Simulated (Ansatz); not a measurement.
# AlN (P6_3mc): the host for defect calculations, part 3 of 3

Before any defect goes in: AlN (P6_3mc) at rest, and how it screens a charge.

Ansatz 0.2.0; plane-wave PAW DFT, r2SCAN; relaxation of the host's cell and atoms; PAW set soft_1 (the session's first sound run).

So far. Step 3 (Dielectric tensors of the host): The principal values of the electronic dielectric tensor are 4.49, 4.49 and 4.72. The principal values of the static dielectric tensor are 8.15, 8.15 and 9.65.

### 7. Defect free supercell relaxed from displaced atoms

This step: plane-wave PAW DFT, r2SCAN; relaxation of the defect-free supercell from random displacements, a test of the host's stability; PAW set soft_1 (Ansatz 0.2.0).

Input file pristine.rattled/input.yaml:

```yaml
crystal:
  lattice:
    - [9.3195655359, 8.6e-08, 0.0]
    - [-4.6597828424, 8.0709804634, 0.0]
    - [0.0, 0.0, 9.956477719]
  atoms:
    - { symbol: Al, position: [0.2222222222, 0.1111111111, 0.2496016674] }
    - { symbol: Al, position: [0.1111111111, 0.2222222222, 0.4996016674] }
    - { symbol: "N", position: [0.2222222222, 0.1111111111, 0.4403983326] }
    - { symbol: "N", position: [0.1111111111, 0.2222222222, 0.1903983326] }
    - { symbol: Al, position: [0.2222222222, 0.1111111111, 0.7496016674] }
    - { symbol: Al, position: [0.1111111111, 0.2222222222, 0.9996016674] }
    - { symbol: "N", position: [0.2222222222, 0.1111111111, 0.9403983326] }
    - { symbol: "N", position: [0.1111111111, 0.2222222222, 0.6903983326] }
    - { symbol: Al, position: [0.2222222222, 0.4444444444, 0.2496016674] }
    - { symbol: Al, position: [0.1111111111, 0.5555555556, 0.4996016674] }
    - { symbol: "N", position: [0.2222222222, 0.4444444444, 0.4403983326] }
    - { symbol: "N", position: [0.1111111111, 0.5555555556, 0.1903983326] }
    - { symbol: Al, position: [0.2222222222, 0.4444444444, 0.7496016674] }
    - { symbol: Al, position: [0.1111111111, 0.5555555556, 0.9996016674] }
    - { symbol: "N", position: [0.2222222222, 0.4444444444, 0.9403983326] }
    - { symbol: "N", position: [0.1111111111, 0.5555555556, 0.6903983326] }
    - { symbol: Al, position: [0.2222222222, 0.7777777778, 0.2496016674] }
    - { symbol: Al, position: [0.1111111111, 0.8888888889, 0.4996016674] }
    - { symbol: "N", position: [0.2222222222, 0.7777777778, 0.4403983326] }
    - { symbol: "N", position: [0.1111111111, 0.8888888889, 0.1903983326] }
    - { symbol: Al, position: [0.2222222222, 0.7777777778, 0.7496016674] }
    - { symbol: Al, position: [0.1111111111, 0.8888888889, 0.9996016674] }
    - { symbol: "N", position: [0.2222222222, 0.7777777778, 0.9403983326] }
    - { symbol: "N", position: [0.1111111111, 0.8888888889, 0.6903983326] }
    - { symbol: Al, position: [0.5555555556, 0.1111111111, 0.2496016674] }
    - { symbol: Al, position: [0.4444444444, 0.2222222222, 0.4996016674] }
    - { symbol: "N", position: [0.5555555556, 0.1111111111, 0.4403983326] }
    - { symbol: "N", position: [0.4444444444, 0.2222222222, 0.1903983326] }
    - { symbol: Al, position: [0.5555555556, 0.1111111111, 0.7496016674] }
    - { symbol: Al, position: [0.4444444444, 0.2222222222, 0.9996016674] }
    - { symbol: "N", position: [0.5555555556, 0.1111111111, 0.9403983326] }
    - { symbol: "N", position: [0.4444444444, 0.2222222222, 0.6903983326] }
    - { symbol: Al, position: [0.5555555556, 0.4444444444, 0.2496016674] }
    - { symbol: Al, position: [0.4444444444, 0.5555555556, 0.4996016674] }
    - { symbol: "N", position: [0.5555555556, 0.4444444444, 0.4403983326] }
    - { symbol: "N", position: [0.4444444444, 0.5555555556, 0.1903983326] }
    - { symbol: Al, position: [0.5555555556, 0.4444444444, 0.7496016674] }
    - { symbol: Al, position: [0.4444444444, 0.5555555556, 0.9996016674] }
    - { symbol: "N", position: [0.5555555556, 0.4444444444, 0.9403983326] }
    - { symbol: "N", position: [0.4444444444, 0.5555555556, 0.6903983326] }
    - { symbol: Al, position: [0.5555555556, 0.7777777778, 0.2496016674] }
    - { symbol: Al, position: [0.4444444444, 0.8888888889, 0.4996016674] }
    - { symbol: "N", position: [0.5555555556, 0.7777777778, 0.4403983326] }
    - { symbol: "N", position: [0.4444444444, 0.8888888889, 0.1903983326] }
    - { symbol: Al, position: [0.5555555556, 0.7777777778, 0.7496016674] }
    - { symbol: Al, position: [0.4444444444, 0.8888888889, 0.9996016674] }
    - { symbol: "N", position: [0.5555555556, 0.7777777778, 0.9403983326] }
    - { symbol: "N", position: [0.4444444444, 0.8888888889, 0.6903983326] }
    - { symbol: Al, position: [0.8888888889, 0.1111111111, 0.2496016674] }
    - { symbol: Al, position: [0.7777777778, 0.2222222222, 0.4996016674] }
    - { symbol: "N", position: [0.8888888889, 0.1111111111, 0.4403983326] }
    - { symbol: "N", position: [0.7777777778, 0.2222222222, 0.1903983326] }
    - { symbol: Al, position: [0.8888888889, 0.1111111111, 0.7496016674] }
    - { symbol: Al, position: [0.7777777778, 0.2222222222, 0.9996016674] }
    - { symbol: "N", position: [0.8888888889, 0.1111111111, 0.9403983326] }
    - { symbol: "N", position: [0.7777777778, 0.2222222222, 0.6903983326] }
    - { symbol: Al, position: [0.8888888889, 0.4444444444, 0.2496016674] }
    - { symbol: Al, position: [0.7777777778, 0.5555555556, 0.4996016674] }
    - { symbol: "N", position: [0.8888888889, 0.4444444444, 0.4403983326] }
    - { symbol: "N", position: [0.7777777778, 0.5555555556, 0.1903983326] }
    - { symbol: Al, position: [0.8888888889, 0.4444444444, 0.7496016674] }
    - { symbol: Al, position: [0.7777777778, 0.5555555556, 0.9996016674] }
    - { symbol: "N", position: [0.8888888889, 0.4444444444, 0.9403983326] }
    - { symbol: "N", position: [0.7777777778, 0.5555555556, 0.6903983326] }
    - { symbol: Al, position: [0.8888888889, 0.7777777778, 0.2496016674] }
    - { symbol: Al, position: [0.7777777778, 0.8888888889, 0.4996016674] }
    - { symbol: "N", position: [0.8888888889, 0.7777777778, 0.4403983326] }
    - { symbol: "N", position: [0.7777777778, 0.8888888889, 0.1903983326] }
    - { symbol: Al, position: [0.8888888889, 0.7777777778, 0.7496016674] }
    - { symbol: Al, position: [0.7777777778, 0.8888888889, 0.9996016674] }
    - { symbol: "N", position: [0.8888888889, 0.7777777778, 0.9403983326] }
    - { symbol: "N", position: [0.7777777778, 0.8888888889, 0.6903983326] }
basis:
  ecutwfc: 500
  xc_grid: 2
hamiltonian:
  xc: r2scan
  pseudopotentials: { kind: paw, azcp: { folder: soft_1 } }
kpoints:
  mp_grid: { grid: [1, 1, 1], shift: [0.25, 0.25, 0.25] }
scf:
  occupations: { method: fermi_dirac, width: 0.01 }
  max_iter: 80
output:
  forces: true
relax:
  f_tol: 0.01
  max_steps: 120
  random_displacement: { amplitude: 0.08, seed: 8947 }
checkpoint:
  write: "../pristine.rattled.run"
  compress: false
  write_wavefunctions: false
  write_every: 100000
```

Run with:

```bash
> ansatz run input.yaml --threads 4 --pin off --max-ram 7536MiB --backend cpu --events-out ev --progress --plain --runs-dir out
```

Numbers of over 12 decimals in the logs are rounded to 6 here.

The log of the run:

```text
[...]
Crystal: 72 atoms, lattice volume = 748.907 Å³
Basis set: ecut = 500 eV, 18913 PW (Γ), exchange–correlation on 144×144×150 points (8 copies of the dense FFT grid, shifted against one another)
Bands: 216, of which v1, the nominal top of the filled ones, is band 144 counted from 1 (143 counted from 0)
Symmetry: 1 space group operations
k-points: 1
[...]
SCF iter   1: F=—  HF=-33459.633271 eV  |F-HF|=—  |Δ(HF+E_count)|=         —  Δρ=1.36e-1  dr2=1.71e2  dr2_τ=1.98e1  ethr=3.10e-3  ⟨swp⟩=6.0  Hψ=843  notcnv=0  defer=51
[...]
SCF iter   9: F=-33421.812753 eV  HF=-33421.812753 eV  |F-HF|=1.58e-8  |Δ(HF+E_count)|=   2.18e-7  Δρ=3.36e-6  dr2=4.83e-8  dr2_τ=5.51e-9  ethr=8.68e-10  ⟨swp⟩=3.0  Hψ=458  notcnv=0
SCF 1 converged in 9 iterations: F = -33421.812753 eV  dr2 = 4.83e-8
[...]
relax step   1: F+E_penalty+E_count = -33421.81275272 eV  Δ(F+E_penalty+E_count) = +0.000e0 eV  max|allowed force component| = 3.642e0 eV/Å  Δτ_max = 0.0000 Å  (9 SCF iters, dr2 threshold 2.50e-6 eV, accepted)
[...]
relax step   2: F+E_penalty+E_count = -33425.20140635 eV  Δ(F+E_penalty+E_count) = -3.389e0 eV  max|allowed force component| = 1.821e0 eV/Å  Δτ_max = 0.0738 Å  (6 SCF iters, dr2 threshold 1.00e-4 eV, accepted)
relax step   3: F+E_penalty+E_count = -33426.50786088 eV  Δ(F+E_penalty+E_count) = -1.306e0 eV  max|allowed force component| = 3.204e-2 eV/Å  Δτ_max = 0.0570 Å  (6 SCF iters, dr2 threshold 1.00e-4 eV, accepted)
relax step   4: F+E_penalty+E_count = -33426.50786205 eV  Δ(F+E_penalty+E_count) = -1.176e-6 eV  max|allowed force component| = 3.215e-2 eV/Å  Δτ_max = 0.0000 Å  (4 SCF iters, accepted)
relax step   5: F+E_penalty+E_count = -33426.48598555 eV  Δ(F+E_penalty+E_count) = +2.188e-2 eV  max|allowed force component| = 1.317e-1 eV/Å  Δτ_max = 0.0107 Å  (6 SCF iters, rejected (line search))
relax step   6: F+E_penalty+E_count = -33426.50849747 eV  Δ(F+E_penalty+E_count) = -6.354e-4 eV  max|allowed force component| = 1.040e-2 eV/Å  Δτ_max = 0.0023 Å  (6 SCF iters, accepted)
SCF iter   1: F=—  HF=-33426.509043 eV  |F-HF|=—  |Δ(HF+E_count)|=         —  Δρ=5.79e-5  dr2=2.84e-5  dr2_τ=8.02e-5  ethr=1.53e-7  ⟨swp⟩=2.0  Hψ=346  notcnv=0  defer=14
[...]
SCF iter   4: F=-33426.508532 eV  HF=-33426.508532 eV  |F-HF|=1.05e-8  |Δ(HF+E_count)|=   1.60e-8  Δρ=2.86e-6  dr2=4.45e-8  dr2_τ=2.69e-9  ethr=3.47e-11  ⟨swp⟩=4.0  Hψ=539  notcnv=0
SCF 7 converged in 4 iterations: F = -33426.508532 eV  dr2 = 4.45e-8
relax step   7: F+E_penalty+E_count = -33426.50853199 eV  Δ(F+E_penalty+E_count) = -3.452e-5 eV  max|allowed force component| = 2.919e-3 eV/Å  Δτ_max = 0.0007 Å  (4 SCF iters, accepted)
[...]
SCF iter   2: F=-33426.508532 eV  HF=-33426.508532 eV  |F-HF|=6.21e-9  |Δ(HF+E_count)|=   1.37e-8  Δρ=1.67e-6  dr2=1.48e-8  dr2_τ=6.28e-10  ethr=1.54e-11  ⟨swp⟩=3.0  Hψ=442  notcnv=0
SCF 8 converged in 2 iterations: F = -33426.508532 eV  dr2 = 1.48e-8
SCF converged after 2 iterations
Free energy (F): -33426.508532 eV
[...]
Internal energy: -33426.508532 eV  (E = F + TS)
E sigma→0 (E₀):  -33426.508532 eV
Fermi energy:    9.760939 eV
[...]
--- Forces (eV/Å), atoms counted from 1 ---
  atom   1  Al     0.00072746    -0.00156482     0.00167650
  atom   2  Al     0.00112468    -0.00031564    -0.00017435
  atom   3  N     -0.00036286     0.00126399    -0.00129089
  atom   4  N     -0.00177919     0.00060530    -0.00095495
  atom   5  Al    -0.00027410     0.00051032     0.00088366
  atom   6  Al    -0.00050460    -0.00093899     0.00018947
  atom   7  N      0.00074132     0.00111591    -0.00085529
  atom   8  N     -0.00083634    -0.00276087     0.00000270
  atom   9  Al     0.00055787    -0.00075189     0.00062427
  atom  10  Al     0.00036960    -0.00053315    -0.00055958
  atom  11  N      0.00050165     0.00044394     0.00020018
  atom  12  N      0.00021668     0.00195240    -0.00074781
  atom  13  Al    -0.00098320     0.00156637     0.00026984
  atom  14  Al     0.00013620    -0.00061711     0.00023310
  atom  15  N      0.00043399     0.00128466     0.00042873
  atom  16  N      0.00152204    -0.00289087    -0.00004744
  atom  17  Al    -0.00027733    -0.00194712     0.00045875
  atom  18  Al     0.00119185    -0.00073659    -0.00006659
  atom  19  N     -0.00256051     0.00027909     0.00015622
  atom  20  N      0.00123686     0.00162185    -0.00066245
  atom  21  Al    -0.00135099     0.00159685     0.00000907
  atom  22  Al     0.00042177    -0.00122366    -0.00000013
  atom  23  N     -0.00186782    -0.00022010     0.00060393
  atom  24  N      0.00301606    -0.00098201    -0.00013553
  atom  25  Al     0.00064368    -0.00148806     0.00087106
  atom  26  Al     0.00012662    -0.00068649     0.00091134
  atom  27  N     -0.00088403    -0.00008826    -0.00032846
  atom  28  N     -0.00110572     0.00117555    -0.00171218
  atom  29  Al     0.00067658     0.00150723     0.00061306
  atom  30  Al    -0.00092581    -0.00017770     0.00081765
  atom  31  N      0.00179146    -0.00094989    -0.00035882
  atom  32  N     -0.00014534    -0.00099718    -0.00068892
  atom  33  Al     0.00041598    -0.00124978     0.00098992
  atom  34  Al     0.00043246     0.00018107    -0.00042510
  atom  35  N      0.00075940     0.00077503    -0.00061626
  atom  36  N     -0.00062315     0.00033642    -0.00078735
  atom  37  Al    -0.00084993     0.00075136     0.00056950
  atom  38  Al    -0.00032792     0.00027642    -0.00065180
  atom  39  N      0.00216096     0.00005544    -0.00077495
  atom  40  N      0.00122376    -0.00230225     0.00081458
[...]
atom  61  Al    -0.00053550     0.00209515    -0.00012275
  atom  62  Al    -0.00089350    -0.00071143    -0.00033233
  atom  63  N      0.00099225    -0.00082126     0.00061652
  atom  64  N      0.00171404    -0.00119384     0.00075065
  atom  65  Al    -0.00019393    -0.00132165     0.00014708
  atom  66  Al     0.00145879    -0.00020044    -0.00164162
  atom  67  N     -0.00142742     0.00067556     0.00093066
  atom  68  N      0.00027842     0.00034973     0.00099026
  atom  69  Al    -0.00191724     0.00054602    -0.00037928
  atom  70  Al     0.00006889    -0.00040240    -0.00160598
  atom  71  N     -0.00053298     0.00029092     0.00030831
  atom  72  N      0.00228351    -0.00268190     0.00172181
  max |Σ_I F_I| component: 9.17e-3 eV/Å
--- Relaxed structure (7 steps of the walk, 6 accepted, 0 SCFs on fresh bases) ---
  F+E_penalty+E_count = -33426.50853199 eV   max|allowed force component| = 2.919e-3 eV/Å
  atoms:
    - { symbol: Al, position: [0.222096, 0.111876, 0.250033] }
    - { symbol: Al, position: [0.110960, 0.223020, 0.500018] }
    - { symbol: N, position: [0.221908, 0.112054, 0.440682] }
    - { symbol: N, position: [0.111152, 0.222819, 0.190672] }
    - { symbol: Al, position: [0.222098, 0.111885, 0.750032] }
    - { symbol: Al, position: [0.110958, 0.223017, 1.000017] }
    - { symbol: N, position: [0.221900, 0.112056, 0.940680] }
    - { symbol: N, position: [0.111160, 0.222853, 0.690668] }
    - { symbol: Al, position: [0.222088, 0.445210, 0.250035] }
    - { symbol: Al, position: [0.110956, 0.556358, 0.500020] }
    - { symbol: N, position: [0.221898, 0.445396, 0.440675] }
    - { symbol: N, position: [0.111127, 0.556144, 0.190669] }
    - { symbol: Al, position: [0.222094, 0.445221, 0.750033] }
    - { symbol: Al, position: [0.110953, 0.556353, 1.000015] }
    - { symbol: N, position: [0.221895, 0.445390, 0.940674] }
    - { symbol: N, position: [0.111140, 0.556187, 0.690670] }
    - { symbol: Al, position: [0.222092, 0.778544, 0.250037] }
    - { symbol: Al, position: [0.110957, 0.889683, 0.500017] }
    - { symbol: N, position: [0.221926, 0.778732, 0.440676] }
    - { symbol: N, position: [0.111128, 0.889478, 0.190671] }
    - { symbol: Al, position: [0.222095, 0.778553, 0.750035] }
    - { symbol: Al, position: [0.110959, 0.889685, 1.000018] }
    - { symbol: N, position: [0.221918, 0.778733, 0.940673] }
    - { symbol: N, position: [0.111127, 0.889505, 0.690669] }
    - { symbol: Al, position: [0.555432, 0.111876, 0.250034] }
    - { symbol: Al, position: [0.444297, 0.223018, 0.500011] }
    - { symbol: N, position: [0.555257, 0.112068, 0.440677] }
    - { symbol: N, position: [0.444480, 0.222815, 0.190678] }
    - { symbol: Al, position: [0.555429, 0.111887, 0.750035] }
    - { symbol: Al, position: [0.444292, 0.223018, 1.000017] }
    - { symbol: N, position: [0.555236, 0.112071, 0.940678] }
    - { symbol: N, position: [0.444483, 0.222842, 0.690670] }
    - { symbol: Al, position: [0.555423, 0.445211, 0.250035] }
    - { symbol: Al, position: [0.444285, 0.556353, 0.500014] }
    - { symbol: N, position: [0.555231, 0.445393, 0.440678] }
    - { symbol: N, position: [0.444473, 0.556158, 0.190675] }
    - { symbol: Al, position: [0.555421, 0.445220, 0.750034] }
    - { symbol: Al, position: [0.444282, 0.556351, 1.000025] }
    - { symbol: N, position: [0.555222, 0.445399, 0.940681] }
    - { symbol: N, position: [0.444474, 0.556187, 0.690661] }
    - { symbol: Al, position: [0.555434, 0.778549, 0.250039] }
    - { symbol: Al, position: [0.444298, 0.889689, 0.500019] }
    - { symbol: N, position: [0.555261, 0.778737, 0.440671] }
    - { symbol: N, position: [0.444460, 0.889477, 0.190670] }
    - { symbol: Al, position: [0.555429, 0.778554, 0.750037] }
    - { symbol: Al, position: [0.444289, 0.889682, 1.000020] }
    - { symbol: N, position: [0.555244, 0.778733, 0.940673] }
    - { symbol: N, position: [0.444472, 0.889519, 0.690666] }
    - { symbol: Al, position: [0.888763, 0.111871, 0.250040] }
    - { symbol: Al, position: [0.777637, 0.223024, 0.500022] }
    - { symbol: N, position: [0.888583, 0.112061, 0.440675] }
    - { symbol: N, position: [0.777813, 0.222809, 0.190667] }
    - { symbol: Al, position: [0.888765, 0.111883, 0.750035] }
    - { symbol: Al, position: [0.777629, 0.223019, 1.000015] }
    - { symbol: N, position: [0.888567, 0.112059, 0.940669] }
    - { symbol: N, position: [0.777829, 0.222853, 0.690671] }
    - { symbol: Al, position: [0.888751, 0.445206, 0.250037] }
    - { symbol: Al, position: [0.777621, 0.556352, 0.500019] }
    - { symbol: N, position: [0.888570, 0.445399, 0.440674] }
    - { symbol: N, position: [0.777798, 0.556146, 0.190667] }
    - { symbol: Al, position: [0.888756, 0.445217, 0.750037] }
    - { symbol: Al, position: [0.777619, 0.556352, 1.000018] }
    - { symbol: N, position: [0.888566, 0.445404, 0.940673] }
    - { symbol: N, position: [0.777798, 0.556174, 0.690666] }
    - { symbol: Al, position: [0.888758, 0.778541, 0.250035] }
    - { symbol: Al, position: [0.777627, 0.889685, 0.500024] }
    - { symbol: N, position: [0.888580, 0.778725, 0.440670] }
    - { symbol: N, position: [0.777807, 0.889487, 0.190663] }
    - { symbol: Al, position: [0.888760, 0.778551, 0.750039] }
    - { symbol: Al, position: [0.777625, 0.889685, 1.000024] }
    - { symbol: N, position: [0.888575, 0.778729, 0.940676] }
    - { symbol: N, position: [0.777806, 0.889517, 0.690661] }
```

Elapsed: 75 s, on 4 threads of Arm Neoverse V1, shared host; peak memory 1.5 GiB.

Relaxation path:

```csv
step,energy less that of the first step (eV),largest force component (eV/Å)
1,0.0000,3.6416
2,-3.3887,1.8206
3,-4.6951,0.0320
4,-4.6951,0.0322
5,-4.6732,0.1317
6,-4.6957,0.0104
7,-4.6958,0.0029
```

Relaxation step 5 was tried and not accepted.

The relaxation ends 65 meV an atom lower than the displaced start, with a largest force component of 0.0029 eV/Å.

### 8. Outcome

```json
{
  "primitive cell vectors, lengths": "3.107, 3.107, 4.978 Å",
  "electronic dielectric constant": "principal values (4.49, 4.49, 4.72)",
  "static dielectric constant": "principal values (8.15, 8.15, 9.65)",
  "gap on the k-mesh of the response run (PBEsol)": "4.15 eV",
  "supercell relaxed in its symmetry less the displaced and relaxed one": "0.000 eV",
  "energy an atom at one point at (¼, ¼, ¼) less that on the dense mesh": "-0.014 eV"
}
```

**Reading.** Step 7: The energy fell by 4.696 eV from the randomly displaced start; the atoms end within 0.005 Å of the sites as typed, once the mean shift is taken out. The displaced cell ends within 0.01 eV of the symmetric one relaxed in its symmetry, so no lower structure shows in this supercell. The k-mesh can miss the band edges, so this gap is an upper bound at this level. All at zero temperature.

[Logs are printed without paths, hosts, clocks, repeated set-up lines and the standing remarks that a program may print on its own settings, such as how far it seeks lower states.]

[Hosts, paths, dates, database ids (printed as entryN), source tags and the programs' standing remarks are cut or masked in the printed files.]

[Runs of the host that timed out are not shown.]

[For some hosts the program warned that the k-mesh of the response run may be too coarse for force constants and the static dielectric constant; such warnings are not always shown.]
